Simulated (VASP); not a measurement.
# As2Pt (Sperrylite): what each functional gives, and what it costs, part 2 of 5

Wanted: bands and gap of As2Pt (Sperrylite) from one functional after another. The start is a cell from a database of measured crystal structures.

VASP 6.6.1, plane waves and PAW; the level of theory is named at each step.

Still holding for the runs below: Spin-orbit coupling is off here; with elements this heavy it splits and shifts levels by tenths of an eV or more.

So far, least gap on mesh and path (eV): step 2 (bands, level LDA, k 3×3×3) 0.222.

### Step 3. Bands with PBEsol, k 3×3×3

This step: PBEsol; plane waves and PAW (As, Pt) (VASP 6.6.1).

PBEsol restores the gradient expansion of exchange and is tuned for the cells of solids.

INCAR

```
SYSTEM = As2Pt
PREC = Accurate
ENCUT = 400
EDIFF = 1E-06
NELM = 100
ISMEAR = 0
SIGMA = 0.02
LREAL = .FALSE.
ALGO = Normal
GGA = PS
NBANDS = 68
LASPH = .TRUE.
LORBIT = 11
LWAVE = .FALSE.
LCHARG = .FALSE.
KPAR = 2
NCORE = 4
```

POSCAR

```
As2Pt
1.0
    5.9665000000      0.0000000000      0.0000000000
    0.0000000000      5.9665000000      0.0000000000
    0.0000000000      0.0000000000      5.9665000000
As Pt
8 4
Direct
    0.3830000000      0.3830000000      0.3830000000
    0.1170000000      0.6170000000      0.8830000000
    0.8830000000      0.1170000000      0.6170000000
    0.6170000000      0.8830000000      0.1170000000
    0.6170000000      0.6170000000      0.6170000000
    0.8830000000      0.3830000000      0.1170000000
    0.1170000000      0.8830000000      0.3830000000
    0.3830000000      0.1170000000      0.8830000000
    0.0000000000      0.0000000000      0.0000000000
    0.5000000000      0.0000000000      0.5000000000
    0.5000000000      0.5000000000      0.0000000000
    0.0000000000      0.5000000000      0.5000000000
```

KPOINTS

```
Automatic mesh
0
Gamma
3 3 3
0 0 0
```

KPOINTS_OPT

```
Line mode
12
Line-mode
Reciprocal
  0.00000000   0.00000000   0.00000000 GAMMA
  0.00000000   0.50000000   0.00000000 X

  0.00000000   0.50000000   0.00000000 X
  0.50000000   0.50000000   0.00000000 M

  0.50000000   0.50000000   0.00000000 M
  0.00000000   0.00000000   0.00000000 GAMMA

  0.00000000   0.00000000   0.00000000 GAMMA
  0.50000000   0.50000000   0.50000000 R

  0.50000000   0.50000000   0.50000000 R
  0.00000000   0.50000000   0.00000000 X

  0.50000000   0.50000000   0.00000000 M
  0.50000000   0.50000000   0.50000000 R
```

The projector-augmented-wave data sets are As and Pt (PBE family, release 64).

Run with:

```sh
$ mpirun -np 8 vasp_std
```

The log of the run:

```text
[banner, memory and clock lines left out]
running    8 mpi-ranks, on    1 nodes
 distrk:  each k-point on    4 cores,    2 groups
 distr:  one band on    4 cores,    1 groups

 POSCAR found type information on POSCAR AsPt
 POSCAR found :  2 types and      12 ions
 [... a notice as in an earlier step ...]

 LDA part: xc-table for (Slater+PW92), standard interpolation
 POSCAR, INCAR and KPOINTS ok, starting setup
 FFT: planning ... GRIDC
 FFT: planning ... GRID_SOFT
 FFT: planning ... GRID
 WAVECAR not read
 entering main loop
       N       E                     dE             d eps       ncg     rms          rms(c)
DAV:   1     0.319912010168E+03    0.31991E+03   -0.29089E+04   544   0.847E+02
DAV:   2    -0.605468905729E+02   -0.38046E+03   -0.35616E+03   628   0.197E+02
DAV:   3    -0.788585677940E+02   -0.18312E+02   -0.18014E+02   648   0.401E+01
DAV:   4    -0.790138323881E+02   -0.15526E+00   -0.15513E+00   624   0.405E+00
DAV:   5    -0.790157577299E+02   -0.19253E-02   -0.19253E-02   632   0.445E-01    0.229E+01
DAV:   6    -0.759711636885E+02    0.30446E+01   -0.11306E+01   592   0.185E+01    0.937E+00
DAV:   7    -0.753544705915E+02    0.61669E+00   -0.17909E+00   600   0.720E+00    0.513E+00
DAV:   8    -0.752259656920E+02    0.12850E+00   -0.15944E-01   596   0.126E+00    0.118E+00
DAV:   9    -0.752131898789E+02    0.12776E-01   -0.20772E-02   584   0.767E-01    0.304E-01
DAV:  10    -0.752133929376E+02   -0.20306E-03   -0.24876E-03   612   0.166E-01    0.771E-02
DAV:  11    -0.752133315887E+02    0.61349E-04   -0.18722E-04   592   0.808E-02    0.154E-02
DAV:  12    -0.752133260875E+02    0.55013E-05   -0.21449E-05   612   0.199E-02    0.229E-03
DAV:  13    -0.752133265421E+02   -0.45460E-06   -0.95444E-07   352   0.348E-03
   1 F= -.75213327E+02 E0= -.75213327E+02  d E =-.140244E-11
 Start KPOINTS_OPT (optional k-point list driver)
k-point batch [1-4\72]
       N       E                     dE             ncg
DAV:   1     0.220899849417E+04    0.16877E+04      544
DAV:   2     0.718277270696E+03   -0.14907E+04      624
DAV:   3     0.652513651761E+03   -0.65764E+02      672
DAV:   4     0.651892642453E+03   -0.62101E+00      648
DAV:   5     0.651881510261E+03   -0.11132E-01      648
DAV:   6     0.651881306826E+03   -0.20343E-03      648
DAV:   7     0.651881301164E+03   -0.56622E-05      600
DAV:   8     0.651881300999E+03   -0.16548E-06      504
[...]
k-point batch [69-72\72]
       N       E                     dE             ncg
DAV:   1     0.230805565724E+04   -0.47796E+04      544
DAV:   2     0.796478043886E+03   -0.15116E+04      640
DAV:   3     0.720743783123E+03   -0.75734E+02      652
DAV:   4     0.719984373335E+03   -0.75941E+00      636
DAV:   5     0.719971631021E+03   -0.12742E-01      636
DAV:   6     0.719971284981E+03   -0.34604E-03      628
DAV:   7     0.719971274315E+03   -0.10666E-04      632
DAV:   8     0.719971273972E+03   -0.34337E-06      504
```

It took 45 s on 8 MPI ranks of Intel Xeon Platinum 8488C (Sapphire Rapids), shared host; peak memory 1.4 GiB.

From OUTCAR (step 3):

```text
 Found      4 irreducible k-points:

   NELECT =      80.0000    total number of electrons

 E-fermi :   7.5544

 k-point     1 :       0.0000    0.0000    0.0000
  band No.  band energies     occupation
    ...
     36       4.9739      2.00000
     37       4.9739      2.00000
     38       6.4730      2.00000
     39       6.4730      2.00000
     40       6.4730      2.00000
     41       8.1297      0.00000
     42       8.1297      0.00000
     43       8.1297      0.00000
     44       9.0115      0.00000
     45      11.5102      0.00000
    ...

 k-point     2 :       0.3333    0.0000    0.0000
  band No.  band energies     occupation
    ...
     36       5.4444      2.00000
     37       6.0616      2.00000
     38       6.1678      2.00000
     39       6.5576      2.00000
     40       7.1590      2.00000
     41       8.4655      0.00000
     42       8.4998      0.00000
     43       8.5257      0.00000
     44       9.6564      0.00000
     45      10.0474      0.00000
    ...

  Total        1.7709345      1.7709345      1.7709345     -0.0000000     -0.0000000      0.0000000
  in kB       13.3583911     13.3583911     13.3583911     -0.0000000     -0.0000000      0.0000000
  external PRESSURE =      13.3583911 kB  Pullay stress =       0.0000000 kB

 POSITION                                       TOTAL-FORCE (eV/Angst)
 -----------------------------------------------------------------------------------
      2.28517      2.28517      2.28517         0.021339      0.021339      0.021339
      0.69808      3.68133      5.26842        -0.021339     -0.021339      0.021339
      5.26842      0.69808      3.68133         0.021339     -0.021339     -0.021339
      3.68133      5.26842      0.69808        -0.021339      0.021339     -0.021339
      3.68133      3.68133      3.68133        -0.021339     -0.021339     -0.021339
      5.26842      2.28517      0.69808         0.021339      0.021339     -0.021339
      0.69808      5.26842      2.28517        -0.021339      0.021339      0.021339
      2.28517      0.69808      5.26842         0.021339     -0.021339      0.021339
      0.00000      0.00000      0.00000         0.000000     -0.000000     -0.000000
      2.98325      0.00000      2.98325         0.000000     -0.000000     -0.000000
      2.98325      2.98325      0.00000         0.000000     -0.000000     -0.000000
      0.00000      2.98325      2.98325         0.000000     -0.000000     -0.000000
 -----------------------------------------------------------------------------------
    total drift:                               -0.000000      0.000000     -0.000000

  FREE ENERGIE OF THE ION-ELECTRON SYSTEM (eV)
  ---------------------------------------------------
  free  energy   TOTEN  =       -75.2133265421 eV

  energy  without entropy=      -75.2133265421  energy(sigma->0) =      -75.21332654

 total charge
# of ion       s       p       d       tot
------------------------------------------
    1        1.229   1.464   0.080   2.773
    2        1.229   1.464   0.080   2.773
    3        1.229   1.464   0.080   2.773
    4        1.229   1.464   0.080   2.773
    5        1.229   1.464   0.080   2.773
    6        1.229   1.464   0.080   2.773
    7        1.229   1.464   0.080   2.773
    8        1.229   1.464   0.080   2.773
    9        0.710   0.811   8.034   9.555
   10        0.710   0.811   8.034   9.555
   11        0.710   0.811   8.034   9.555
   12        0.710   0.811   8.034   9.555
--------------------------------------------------
tot         12.674  14.954  32.774  60.402

[... 9 parts as in an earlier step ...]

[... 3 further parts left out ...]
```

The PAW data sets were made with PBE, which is usual practice but a small mismatch for other functionals.

Numbers from this step:

- free energy (TOTEN): -75.2133 eV
- Fermi energy: 7.554 eV
- pressure: 1.336 GPa
- least gap on mesh and path: 0.2451 eV
- least direct gap on mesh and path: 1.009 eV

Electronic bands along the path, in eV, zero at the valence-band top; v1 is the highest filled band, c1 the lowest empty one:

```csv
point,v4,v3,v2,v1,c1,c2,c3,c4
Γ,-2.53,-1.03,-1.03,-1.03,0.63,0.63,0.63,1.51
0.45 of the way,-1.83,-1.21,-1.02,-0.28,0.73,0.75,0.78,1.86
X,-1.30,-1.30,-0.88,-0.88,1.43,1.43,1.62,1.62
0.55 of the way,-1.02,-1.02,-0.62,-0.62,1.35,1.35,1.53,1.53
M,-0.64,-0.64,-0.64,-0.64,1.94,1.94,1.94,1.94
0.55 of the way,-1.85,-1.21,-0.79,-0.43,0.77,0.98,1.20,2.16
Γ,-2.53,-1.03,-1.03,-1.03,0.63,0.63,0.63,1.51
0.45 of the way,-1.82,-1.11,-0.72,-0.72,0.89,1.51,1.51,2.16
R,-0.79,-0.79,-0.79,-0.79,0.25,0.25,0.25,0.25
0.45 of the way,-1.38,-1.38,-0.74,-0.74,1.17,1.17,1.93,1.93
X,-1.30,-1.30,-0.88,-0.88,1.43,1.43,1.62,1.62
jump to M,-0.64,-0.64,-0.64,-0.64,1.94,1.94,1.94,1.94
0.45 of the way,-0.76,-0.76,-0.76,-0.76,1.25,1.25,1.25,1.25
R,-0.79,-0.79,-0.79,-0.79,0.25,0.25,0.25,0.25
```

Of the projections kept (As, Pt), the largest for each band there; the rest of the weight can lie on other orbitals:

```csv
point,v4,v3,v2,v1,c1,c2,c3,c4
Γ,Pt 0.83,As 0.76,As 0.77,As 0.77,Pt 0.68,Pt 0.68,Pt 0.68,As 0.98
X,Pt 0.59,Pt 0.59,As 0.66,As 0.66,Pt 0.61,Pt 0.61,As 0.57,As 0.57
M,As 0.50,As 0.50,As 0.50,As 0.50,As 0.51,As 0.51,As 0.52,As 0.51
Γ,Pt 0.83,As 0.77,As 0.77,As 0.76,Pt 0.68,Pt 0.68,Pt 0.68,As 0.98
R,As 0.70,As 0.70,As 0.70,As 0.70,Pt 0.69,Pt 0.69,Pt 0.69,Pt 0.69
X,Pt 0.59,Pt 0.59,As 0.66,As 0.66,Pt 0.61,Pt 0.61,As 0.57,As 0.57
```

The gap is 0.25 eV, indirect. Against LDA that is +0.02 eV; the cost is about the same.

### Step 4. Bands with PBE, k 3×3×3

This step: PBE; plane waves and PAW (As, Pt) (VASP 6.6.1).

PBE, the usual starting point, adds the gradient of the density.

Edit INCAR of step 3 so:

```diff
@@ -9,3 +9,3 @@
 ALGO = Normal
-GGA = PS
+GGA = PE
 NBANDS = 68
```

POSCAR is that of step 3.

KPOINTS is that of step 3.

KPOINTS_OPT is that of step 3.

Run with:

```sh
$ mpirun -np 8 vasp_std
```

The log of the run:

```text
[banner, memory and clock lines left out]
running    8 mpi-ranks, on    1 nodes
[...]
LDA part: xc-table for (Slater+PW92), standard interpolation
 POSCAR, INCAR and KPOINTS ok, starting setup
[...]
entering main loop
       N       E                     dE             d eps       ncg     rms          rms(c)
DAV:   1     0.328372901738E+03    0.32837E+03   -0.29114E+04   544   0.846E+02
DAV:   2    -0.525458620839E+02   -0.38092E+03   -0.35665E+03   628   0.197E+02
DAV:   3    -0.708316983088E+02   -0.18286E+02   -0.17987E+02   656   0.401E+01
DAV:   4    -0.709872527872E+02   -0.15555E+00   -0.15542E+00   624   0.406E+00
[...]
DAV:  11    -0.676652444860E+02    0.47793E-04   -0.19365E-04   624   0.814E-02    0.173E-02
DAV:  12    -0.676652392219E+02    0.52641E-05   -0.23951E-05   596   0.209E-02    0.210E-03
DAV:  13    -0.676652401280E+02   -0.90618E-06   -0.10409E-06   400   0.335E-03
   1 F= -.67665240E+02 E0= -.67665240E+02  d E =-.106540E-19
 Start KPOINTS_OPT (optional k-point list driver)
k-point batch [1-4\72]
       N       E                     dE             ncg
DAV:   1     0.226141211181E+04    0.17401E+04      544
DAV:   2     0.769196675388E+03   -0.14922E+04      624
DAV:   3     0.703511915563E+03   -0.65685E+02      672
DAV:   4     0.702887639589E+03   -0.62428E+00      648
DAV:   5     0.702876207214E+03   -0.11432E-01      648
DAV:   6     0.702875994414E+03   -0.21280E-03      648
DAV:   7     0.702875988369E+03   -0.60454E-05      600
DAV:   8     0.702875988189E+03   -0.17973E-06      504
[...]
k-point batch [69-72\72]
       N       E                     dE             ncg
DAV:   1     0.236050341925E+04   -0.47272E+04      544
DAV:   2     0.847178649180E+03   -0.15133E+04      640
DAV:   3     0.771491818722E+03   -0.75687E+02      652
DAV:   4     0.770727959844E+03   -0.76386E+00      636
DAV:   5     0.770714876212E+03   -0.13084E-01      636
DAV:   6     0.770714513606E+03   -0.36261E-03      628
DAV:   7     0.770714502207E+03   -0.11399E-04      632
DAV:   8     0.770714501832E+03   -0.37468E-06      500
```

Wall time 49 s (8 MPI ranks); peak memory 1.4 GiB; 6.4 min of CPU time.

Parts of OUTCAR (step 4):

```text
  Total        9.3712484      9.3712484      9.3712484      0.0000000      0.0000000      0.0000000
  in kB       70.6885542     70.6885542     70.6885542      0.0000000      0.0000000      0.0000000
  external PRESSURE =      70.6885542 kB  Pullay stress =       0.0000000 kB

 POSITION                                       TOTAL-FORCE (eV/Angst)
 -----------------------------------------------------------------------------------
      2.28517      2.28517      2.28517         0.039653      0.039653      0.039653
      0.69808      3.68133      5.26842        -0.039653     -0.039653      0.039653
      5.26842      0.69808      3.68133         0.039653     -0.039653     -0.039653
      3.68133      5.26842      0.69808        -0.039653      0.039653     -0.039653
      3.68133      3.68133      3.68133        -0.039653     -0.039653     -0.039653
      5.26842      2.28517      0.69808         0.039653      0.039653     -0.039653
      0.69808      5.26842      2.28517        -0.039653      0.039653      0.039653
      2.28517      0.69808      5.26842         0.039653     -0.039653      0.039653
      0.00000      0.00000      0.00000        -0.000000      0.000000      0.000000
      2.98325      0.00000      2.98325        -0.000000      0.000000      0.000000
      2.98325      2.98325      0.00000        -0.000000      0.000000      0.000000
      0.00000      2.98325      2.98325        -0.000000      0.000000      0.000000
 -----------------------------------------------------------------------------------
    total drift:                               -0.000000      0.000000     -0.000000

  FREE ENERGIE OF THE ION-ELECTRON SYSTEM (eV)
  ---------------------------------------------------
  free  energy   TOTEN  =       -67.6652401280 eV

  energy  without entropy=      -67.6652401280  energy(sigma->0) =      -67.66524013

[... 2 parts as in an earlier step ...]

[... 1 further part left out ...]
[key lines of the parts left out:]
E-fermi :   7.7413
```

At this level the cell is under a pressure of 7.1 GPa, so at these settings it is away from equilibrium.

The electronic bands at the labelled points (eV, zero at the valence-band top; v1 is the highest filled band, c1 the lowest empty one):

```
          point     v4     v3     v2     v1    c1    c2    c3    c4
              Γ  -2.53  -1.02  -1.02  -1.02  0.63  0.63  0.63  1.55
0.45 of the way  -1.84  -1.20  -1.02  -0.28  0.74  0.76  0.79  1.89
              X  -1.30  -1.30  -0.89  -0.89  1.45  1.45  1.63  1.63
0.55 of the way  -1.02  -1.02  -0.62  -0.62  1.37  1.37  1.55  1.55
              M  -0.63  -0.63  -0.63  -0.63  1.95  1.95  1.95  1.95
0.55 of the way  -1.85  -1.21  -0.79  -0.42  0.78  0.99  1.22  2.19
              Γ  -2.53  -1.02  -1.02  -1.02  0.63  0.63  0.63  1.55
0.45 of the way  -1.82  -1.12  -0.72  -0.72  0.90  1.52  1.52  2.19
              R  -0.78  -0.78  -0.78  -0.78  0.26  0.26  0.26  0.26
0.45 of the way  -1.38  -1.38  -0.74  -0.74  1.18  1.18  1.94  1.94
              X  -1.30  -1.30  -0.89  -0.89  1.45  1.45  1.63  1.63
      jump to M  -0.63  -0.63  -0.63  -0.63  1.95  1.95  1.95  1.95
0.45 of the way  -0.75  -0.75  -0.75  -0.75  1.26  1.26  1.26  1.26
              R  -0.78  -0.78  -0.78  -0.78  0.26  0.26  0.26  0.26
```

Of the projections kept (As, Pt), the largest for each band there; the rest of the weight can lie on other orbitals:

```
point       v4       v3       v2       v1       c1       c2       c3       c4
    Γ  Pt 0.83  As 0.76  As 0.76  As 0.76  Pt 0.68  Pt 0.68  Pt 0.68  As 0.98
    X  Pt 0.58  Pt 0.58  As 0.66  As 0.66  Pt 0.60  Pt 0.60  As 0.57  As 0.57
    M  As 0.50  As 0.50  As 0.51  As 0.50  As 0.51  As 0.51  As 0.51  As 0.51
    Γ  Pt 0.83  As 0.76  As 0.76  As 0.76  Pt 0.68  Pt 0.68  Pt 0.68  As 0.98
    R  As 0.70  As 0.70  As 0.70  As 0.70  Pt 0.69  Pt 0.69  Pt 0.69  Pt 0.69
    X  Pt 0.58  Pt 0.58  As 0.66  As 0.66  Pt 0.60  Pt 0.60  As 0.57  As 0.57
```

The gap is 0.26 eV, indirect. Against LDA that is +0.03 eV; the cost is about the same.

[end of part 2 of 5]

[Lines on the potential files, build, host, timing and source positions are cut from VASP's logs without a mark.]

[Logs are printed without paths, hosts, clocks, repeated set-up lines and the standing remarks that a program may print on its own settings, such as how far it seeks lower states.]

[Hosts, paths, dates, database ids (printed as entryN), source tags and the programs' standing remarks are cut or masked in the printed files.]

[A measured line is paired with the nearest computed mode of its activity, which favours agreement.]

[In band tables of VASP the shares of atoms and orbitals are scaled to a sum of 1 inside the atoms' spheres.]
